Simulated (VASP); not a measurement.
# ZnSe (Stilleite) (F-43m) in VASP: a series of runs, part 2 of 3

VASP 6.6.1. Earlier steps stand in the parts before.

## Step 4: G0W0 quasiparticle levels, PBE

POSCAR

```
ZnSe
1.0
    0.0000000000      2.8338000000      2.8338000000
    2.8338000000      0.0000000000      2.8338000000
    2.8338000000      2.8338000000      0.0000000000
Se Zn
1 1
Direct
    0.7500000000      0.7500000000      0.7500000000
    0.0000000000      0.0000000000      0.0000000000
```

INCAR.step1

```
  PREC = Accurate
  ENCUT = 520
  EDIFF = 1E-8
  ISMEAR = 0
  SIGMA = 0.01
  LREAL = F
  LASPH = T
  NELM = 100
  ALGO = Normal
  LWAVE = T
  LCHARG = F
  GGA = PE
```

INCAR.step2

```
  PREC = Accurate
  ENCUT = 520
  EDIFF = 1E-8
  ISMEAR = 0
  SIGMA = 0.01
  LREAL = F
  LASPH = T
  NELM = 1
  ALGO = Exact
  LWAVE = T
  LCHARG = F
  GGA = PE
  NBANDS = 282
  LOPTICS = T
  ISTART = 1
```

INCAR.step3

```
  PREC = Accurate
  ENCUT = 520
  EDIFF = 1E-8
  ISMEAR = 0
  SIGMA = 0.01
  LREAL = F
  LASPH = T
  ALGO = EVGW0
  LWAVE = F
  LCHARG = F
  GGA = PE
  NELMGW = 1
  NBANDS = 282
  ENCUTGW = 260
  NOMEGA = 72
  PRECFOCK = Fast
  ISTART = 1
  NBANDSGW = 17
```

KPOINTS

```
Automatic mesh
0
Gamma
  5 5 5
```

Potentials or basis: VASP PAW PBE potentials, release 64 (Se_GW, Zn_GW).

Launch:

```
$ cat potpaw_PBE.64/Se_GW/POTCAR potpaw_PBE.64/Zn_GW/POTCAR > POTCAR
$ cp INCAR.step1 INCAR
$ mpirun -np 1 vasp_std > vasp.out
$ cp INCAR.step2 INCAR
$ mpirun -np 1 vasp_std > vasp.out
$ cp INCAR.step3 INCAR
$ mpirun -np 1 vasp_std > vasp.out
```

OUTCAR:

```text
PREC = Accurate
   ENCUT = 520
   EDIFF = 1E-8
   ISMEAR = 0
   LREAL = F
   LASPH = T
   GGA = PE
   NELMGW = 1
   ENCUTGW = 260
   PRECFOCK = Fast
   ISTART = 1

 ion  position               nearest neighbor table
   1  0.750  0.750  0.750-   2 2.45   2 2.45   2 2.45   2 2.45
   2  0.000  0.000  0.000-   1 2.45   1 2.45   1 2.45   1 2.45

  LATTYP: Found a face centered cubic cell.
 ALAT       =     5.6676000000

  Lattice vectors:

 A1 = (   0.0000000000,   2.8338000000,   2.8338000000)
 A2 = (   2.8338000000,   0.0000000000,   2.8338000000)
 A3 = (   2.8338000000,   2.8338000000,   0.0000000000)

Analysis of symmetry for initial positions (statically):
=====================================================================
 Subroutine PRICEL returns:
 Original cell was already a primitive cell.

 Routine SETGRP: Setting up the symmetry group for a
 face centered cubic supercell.

 Subroutine GETGRP returns: Found 24 space group operations
 (whereof 24 operations were pure point group operations)
 out of a pool of 48 trial point group operations.

The static configuration has the point symmetry T_d .

Analysis of symmetry for dynamics (positions and initial velocities):
=====================================================================
 Subroutine PRICEL returns:
 Original cell was already a primitive cell.

 Routine SETGRP: Setting up the symmetry group for a
 face centered cubic supercell.

 Subroutine GETGRP returns: Found 24 space group operations
 (whereof 24 operations were pure point group operations)
 out of a pool of 48 trial point group operations.

The dynamic configuration has the point symmetry T_d .

 Subroutine INISYM returns: Found 24 space group operations
 (whereof 24 operations are pure point group operations),
 and found     1 'primitive' translations

----------------------------------------------------------------------------------------

                                     Primitive cell

  volume of cell :      45.5132

  direct lattice vectors                    reciprocal lattice vectors
     0.000000000  2.833800000  2.833800000    -0.176441527  0.176441527  0.176441527
     2.833800000  0.000000000  2.833800000     0.176441527 -0.176441527  0.176441527
     2.833800000  2.833800000  0.000000000     0.176441527  0.176441527 -0.176441527

  length of vectors
     4.007598393  4.007598393  4.007598393     0.305605690  0.305605690  0.305605690

  position of ions in fractional coordinates (direct lattice)
     0.750000000  0.750000000  0.750000000
     0.000000000  0.000000000  0.000000000

  ion indices of the primitive-cell ions
   primitive index   ion index
                 1           1
                 2           2

----------------------------------------------------------------------------------------

 KPOINTS: Automatic mesh

Automatic generation of k-mesh.
 Grid dimensions read from file:
 generate k-points for:    5    5    5

 Generating k-lattice:

  Cartesian coordinates                     Fractional coordinates (reciprocal lattice)
    -0.035288305  0.035288305  0.035288305     0.200000000  0.000000000  0.000000000
     0.035288305 -0.035288305  0.035288305     0.000000000  0.200000000  0.000000000
     0.035288305  0.035288305 -0.035288305     0.000000000  0.000000000  0.200000000

  Length of vectors
     0.061121138  0.061121138  0.061121138

  Shift w.r.t. Gamma in fractional coordinates (k-lattice)
     0.000000000  0.000000000  0.000000000

 Subroutine IBZKPT returns following result:
 ===========================================

 Found     10 irreducible k-points:

 Following reciprocal coordinates:
            Coordinates               Weight
  0.000000  0.000000  0.000000      1.000000
  0.200000  0.000000  0.000000      8.000000
  0.400000  0.000000  0.000000      8.000000
  0.200000  0.200000  0.000000      6.000000
  0.400000  0.200000  0.000000     24.000000
 -0.400000  0.200000  0.000000     24.000000
 -0.200000  0.200000  0.000000     12.000000
  0.400000  0.400000  0.000000      6.000000
 -0.400000  0.400000  0.000000     12.000000
 -0.400000  0.400000  0.200000     24.000000
   k-points           NKPTS =     10   k-points in BZ     NKDIM =    125   number of bands    NBANDS=    282
   number of dos      NEDOS =    301   number of ions     NIONS =      2
   total plane-waves  NPLWV =  27000
   dimension x,y,z NGX =    30 NGY =   30 NGZ =   30
   dimension x,y,z NGXF=    60 NGYF=   60 NGZF=   60
   ions per type =               1   1
   NGX,Y,Z   is equivalent  to a cutoff of  12.44, 12.44, 12.44 a.u.
   NGXF,Y,Z  is equivalent  to a cutoff of  24.89, 24.89, 24.89 a.u.
 SYSTEM =  unknown system
   PREC   = accura    normal or accurate (medium, high low for compatibility)
   ISTART =      1    job   : 0-new  1-cont  2-samecut
   ICHARG =      0    charge: 1-file 2-atom 10-const
   ISPIN  =      1    spin polarized calculation?
   LNONCOLLINEAR =      F non collinear calculations
   LSORBIT =      F    spin-orbit coupling
   LASPH  =      T    aspherical Exc in radial PAW
   ENCUT  =  520.0 eV  38.22 Ry    6.18 a.u.   7.45  7.45  7.45*2*pi/ulx,y,z
   NELM   =     60;   NELMIN=  2; NELMDL=  0     # of ELM steps
   EDIFF  = 0.1E-07   stopping-criterion for ELM
   LREAL  =      F    real-space projection
   EDIFFG = 0.1E-06   stopping-criterion for IOM
   NSW    =      0    number of steps for IOM
   IBRION =     -1    ionic relax: 0-MD 1-quasi-New 2-CG
   NFREE  =      0    steps in history (QN), initial steepest desc. (CG)
   ISIF   =      0    stress and relaxation
   ISYM   =      3    0-nonsym 1-usesym 2-fastsym
   POTIM  = 0.5000    time-step for ionic-motion
   TEBEG  =    0.0;   TEEND  =   0.0 temperature during run
   PSTRESS=    0.0 pullay stress
   NELECT =      18.0000    total number of electrons
   NUPDOWN=      -1.0000    fix difference up-down
   EMIN   =  10.00;   EMAX   =-10.00  energy-range for DOS
   EFERMI =   0.00;   METHOD = LEGACY
   ISMEAR =     0;   SIGMA  =   0.01  broadening in eV -4-tet -1-fermi 0-gaus
   EFERMI_NEDOS =   21; number of points for ismear=-14 and -15
   IALGO  =     38    algorithm
   IMIX   =      4    mixing-type and parameters
     AMIX     =   0.40;   BMIX     =  1.00
     AMIX_MAG =   1.60;   BMIX_MAG =  1.00
  volume/ion in A,a.u.               =      22.76       153.57
  Fermi-wavevector in a.u.,A,eV,Ry     =   1.201673  2.270834 19.647073  1.444019
  Thomas-Fermi vector in A             =   2.337476
   LORBIT       =      0    0 simple, 1 ext, 2 COOP (PROOUT), +10 PAW based schemes
   GGA     = PE    functional components
   LHFCALC =     T    Hartree Fock is set to
   PRECFOCK=fast      Normal, Fast or Accurate (Low or Medium for compatibility)
   ENCUT4O =  -1.0   cutoff for four orbital integrals eV
   NKREDX  =     1    reduce k-point grid by
   NKREDY  =     1    reduce k-point grid by
   NKREDZ  =     1    reduce k-point grid by
   AEXX    =    1.0000 exact exchange contribution
   HFSCREEN=    0.0000 screening length (either q_TF or 0.3 A-1)
   HFSCREENC=   0.0000 screening length for correlation (either q_TF or 0.3 A-1)
   ENCUTFOCK=  -1.0 apply spherical cutoff to Coloumb kernel
   IVDW    =     0    specifies the selected vdW correction
   LEPSILON=     F    determine dielectric tensor
   LRPA    =     F    only Hartree local field effects (RPA)
   LRPAFORCE           =     F    calculate RPA forces
   ENCUTGW             = 260.0    cutoff for response function in eV
   ENCUTGWSOFT         = 208.0    soft cutoff for Coulomb kernel in GW response function in eV
   ENCUTLF             =  -1.0    cutoff for local field effects
   NELMGW              =     1    number of iterations in solving QP/BSE equation
   NELMHF              =     1    number of iterations in the inner HF iteration
   NKREDLFX            =     1    NKREDLFY  =   1   NKREDLFZ  =   1
 non-spin polarized calculation
 Gauss-broadening in eV      SIGMA  =   0.01
  energy-cutoff  :      520.00
  volume of cell :       45.51
 maximum number of plane-waves:      1244
 NGX is ok and might be reduce to    30
  NGX = 18; NGY = 18; NGZ = 18
   NGX = 15   NGY = 15   NGZ = 15
 maximum number of plane-waves:       444

 QP shifts <psi_nk| G(iteration)W_0 |psi_nk>: iteration 1
 for sc-GW calculations column KS-energies equals QP-energies in previous step
 and V_xc(KS)=  KS-energies - (<T + V_ion + V_H > + <T+V_H+V_ion>^1  + <V_x>^1)

 k-point   1 :       0.0000    0.0000    0.0000
  band No.  KS-energies  QP-energies   sigma(KS)   V_xc(KS)     V^pw_x(r,r')   Z            occupation Imag(sigma)

      1     -10.6023     -11.2052     -13.2701     -12.3155     -19.8495       0.6316       2.0000       0.8914
      2      -3.8974      -5.4206     -21.9622     -19.6782     -30.8401       0.6669       2.0000       0.1315
      3      -3.8974      -5.4206     -21.9622     -19.6782     -30.8401       0.6669       2.0000       0.1315
      4      -3.8974      -5.4206     -21.9622     -19.6782     -30.8401       0.6669       2.0000       0.1315
      5      -3.5282      -5.1205     -22.8651     -20.4965     -32.0533       0.6722       2.0000       0.1183
      6      -3.5282      -5.1205     -22.8651     -20.4965     -32.0533       0.6722       2.0000       0.1183
[... 9 lines left out ...]
     16      14.1069      14.2491     -10.1362     -10.3269      -5.0161       0.7453       0.0000      -0.2303
     17      15.6997      15.5156      -7.8666      -7.6210      -2.2812       0.7495       0.0000      -0.4571
[... 172 lines left out ...]
      1      -9.6138     -10.2825     -14.0923     -13.1019     -20.3118       0.6752       2.0000       0.8045
      2      -3.7859      -5.3072     -21.7413     -19.4762     -30.4649       0.6716       2.0000       0.1324
      3      -3.7248      -5.2718     -22.3074     -20.0019     -31.3108       0.6710       2.0000       0.1302
      4      -3.5992      -5.1586     -22.4723     -20.1508     -31.5149       0.6717       2.0000       0.1267
      5      -3.5196      -5.1043     -22.8383     -20.4794     -32.0283       0.6718       2.0000       0.1203
      6      -3.3325      -4.8697     -22.4194     -20.1462     -31.3358       0.6763       2.0000       0.1284
[... 9 lines left out ...]
     16      17.7284      17.8595     -10.4998     -10.6770      -4.0212       0.7397       0.0000      -0.6915
     17      18.0936      18.0823      -9.1480      -9.1328      -3.0986       0.7460       0.0000      -0.5731
```

It took 14 min on 1 thread of Intel Xeon 6975P-C (Granite Rapids), shared host; peak memory 1.4 GiB.

What came out:

| Quantity | Value |
| --- | --- |
| Band gap on the k mesh, mean-field level | 1.27 eV, direct |
| Quasiparticle gap | 2.40 eV |
| Least direct quasiparticle gap | 2.40 eV |

Caveat: bands, screening cutoff and mesh are small and nothing is extrapolated, so the quasiparticle values aren't converged.

## Step 5: G0W0 quasiparticle levels, PBE

POSCAR is that of step 4.

Changes to INCAR.step1 since step 4:

```diff
@@ -1,3 +1,3 @@
   PREC = Accurate
-  ENCUT = 520
+  ENCUT = 450
   EDIFF = 1E-8
```

Changes to INCAR.step2 since step 4:

```diff
@@ -1,3 +1,3 @@
   PREC = Accurate
-  ENCUT = 520
+  ENCUT = 450
   EDIFF = 1E-8
@@ -12,3 +12,3 @@
   GGA = PE
-  NBANDS = 282
+  NBANDS = 22
   LOPTICS = T
```

INCAR.step3

```
  PREC = Accurate
  ENCUT = 450
  EDIFF = 1E-8
  ISMEAR = 0
  SIGMA = 0.01
  LREAL = F
  LASPH = T
  ALGO = EVGW0
  LWAVE = F
  LCHARG = F
  GGA = PE
  NELMGW = 1
  NBANDS = 22
  ENCUTGW = 50
  NOMEGA = 48
  PRECFOCK = Fast
  ISTART = 1
  NBANDSGW = 17
```

KPOINTS

```
Automatic mesh
0
Gamma
  3 3 3
```

Potentials or basis: VASP PAW PBE potentials, release 64 (Se_GW, Zn_GW).

Launch:

```
$ cat potpaw_PBE.64/Se_GW/POTCAR potpaw_PBE.64/Zn_GW/POTCAR > POTCAR
$ cp INCAR.step1 INCAR
$ mpirun -np 1 vasp_std > vasp.out
$ cp INCAR.step2 INCAR
$ mpirun -np 1 vasp_std > vasp.out
$ cp INCAR.step3 INCAR
$ mpirun -np 1 vasp_std > vasp.out
```

OUTCAR:

```text
PREC = Accurate
   ENCUT = 450
   EDIFF = 1E-8
   ISMEAR = 0
   LREAL = F
   LASPH = T
   GGA = PE
   NELMGW = 1
   ENCUTGW = 50
   PRECFOCK = Fast
   ISTART = 1

 Found      4 irreducible k-points:

 Following reciprocal coordinates:
            Coordinates               Weight
  0.000000  0.000000  0.000000      1.000000
  0.333333  0.000000  0.000000      8.000000
  0.333333  0.333333  0.000000      6.000000
 -0.333333  0.333333  0.000000     12.000000
   k-points           NKPTS =      4   k-points in BZ     NKDIM =     27   number of bands    NBANDS=     22
   number of dos      NEDOS =    301   number of ions     NIONS =      2
[... 58 lines left out ...]
   ENCUTLF             =  -1.0    cutoff for local field effects
   NELMGW              =     1    number of iterations in solving QP/BSE equation
   NELMHF              =     1    number of iterations in the inner HF iteration
   NKREDLFX            =     1    NKREDLFY  =   1   NKREDLFZ  =   1
 non-spin polarized calculation
 Gauss-broadening in eV      SIGMA  =   0.01
  energy-cutoff  :      450.00
  volume of cell :       45.51
 maximum number of plane-waves:      1002
  NGX = 16; NGY = 16; NGZ = 16
   NGX = 13   NGY = 13   NGZ = 13
 maximum number of plane-waves:        39
 NGX is ok and might be reduce to    10

 QP shifts <psi_nk| G(iteration)W_0 |psi_nk>: iteration 1
 for sc-GW calculations column KS-energies equals QP-energies in previous step
 and V_xc(KS)=  KS-energies - (<T + V_ion + V_H > + <T+V_H+V_ion>^1  + <V_x>^1)

 k-point   1 :       0.0000    0.0000    0.0000
  band No.  KS-energies  QP-energies   sigma(KS)   V_xc(KS)     V^pw_x(r,r')   Z            occupation Imag(sigma)

      1     -10.5025     -10.4776     -12.2702     -12.3078     -19.8306       0.6625       2.0000       1.3132
      2      -3.8950      -6.4577     -23.5260     -19.7053     -30.8897       0.6707       2.0000       0.2461
      3      -3.8950      -6.4577     -23.5260     -19.7053     -30.8897       0.6707       2.0000       0.2461
      4      -3.8950      -6.4577     -23.5260     -19.7053     -30.8897       0.6707       2.0000       0.2461
      5      -3.5352      -6.3195     -24.6120     -20.4968     -32.0216       0.6766       2.0000       0.2203
      6      -3.5352      -6.3195     -24.6120     -20.4968     -32.0216       0.6766       2.0000       0.2203
[... 59 lines left out ...]
      3      -3.7177      -6.3810     -24.0226     -20.0899     -31.4135       0.6772       2.0000       0.2413
      4      -3.5758      -6.3463     -24.4856     -20.3898     -31.9116       0.6764       2.0000       0.2320
      5      -3.5272      -6.3275     -24.6196     -20.5059     -32.0440       0.6807       2.0000       0.2249
      6      -3.2992      -5.9800     -24.1656     -20.2218     -31.4303       0.6797       2.0000       0.2400
[... 9 lines left out ...]
     16      18.2675      19.5354      -7.3113      -8.9631      -2.8492       0.7676       0.0000      -0.6967
     17      18.9634      20.1120      -6.9750      -8.4479      -2.5833       0.7798       0.0000      -0.7322
```

Run time: 13 s. Hardware: 1 thread of Intel Xeon 6975P-C (Granite Rapids), shared host; peak memory 0.28 GiB.

These settings aren't checked as converged: the numbers below hold their error.

Results:

| Quantity | Value |
| --- | --- |
| Band gap on the k mesh, mean-field level | 1.24 eV, direct |
| Quasiparticle gap | 2.43 eV |
| Least direct quasiparticle gap | 2.43 eV |

Caveat: the k mesh is coarse (spacing up to 0.64 Å⁻¹), so the values aren't converged; bands, screening cutoff and mesh are small and nothing is extrapolated, so the quasiparticle values aren't converged.

(Continued in part 3 of 3.)
